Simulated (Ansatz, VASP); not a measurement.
Ti3S2 in VASP and in Ansatz

```xyz
5
Lattice="2.7131 1.5664 3.2376 -2.7131 1.5664 3.2376 0.0000 -3.1328 3.2376" Properties=species:S:1:pos:R:3 pbc="T T T"
Ti   -0.9107   -1.5555    3.2376
Ti    1.8024   -0.0109    3.2376
Ti   -0.8918    1.5664    3.2376
S     0.0000    0.0000    1.6302
S     0.0000    0.0000    8.0827
```

The cell comes from a database or a generator and needn't be the stable form of this composition.

Alike in both runs: functional PBEsol; k mesh 6 × 6 × 6; occupations fermi-dirac, width 0.05 eV; no spin polarisation.

```csv
,VASP,Ansatz
version,VASP 6.6.1,Ansatz 0.2.0
potentials or method,"VASP PAW PBE potentials, release 64 (Ti_sv, S)",Ansatz PAW
plane-wave cutoff (eV),520,420
valence electrons in the cell,48,48
task,single point,density of states
```

VASP gave:

```
gap on the k mesh at the Fermi level (eV)       : none
pressure (GPa)                                  : -4.3
largest component of the traceless stress (GPa) : 0.42
rms of the force components (eV/Å)              : 0.019
```

Q: What did Ansatz give for the same quantities?

A: gap on the k mesh at the Fermi level (eV): none; pressure (GPa): -4.5; largest component of the traceless stress (GPa): 0.51; rms of the force components (eV/Å): 0.023.

Atom by atom the forces differ by 0.004 eV/Å (rms over components). A gap of «none» marks a metal or a gap that the smearing closes.

Caveats: the PAW data sets were made with another functional, which shifts forces and pressure a little (VASP); the PAW data sets come from PBE, with cores solved anew for the run's functional, which leaves a small shift of forces and pressure (Ansatz); the density of states is complete only up to the lowest level of the last band computed (Ansatz).
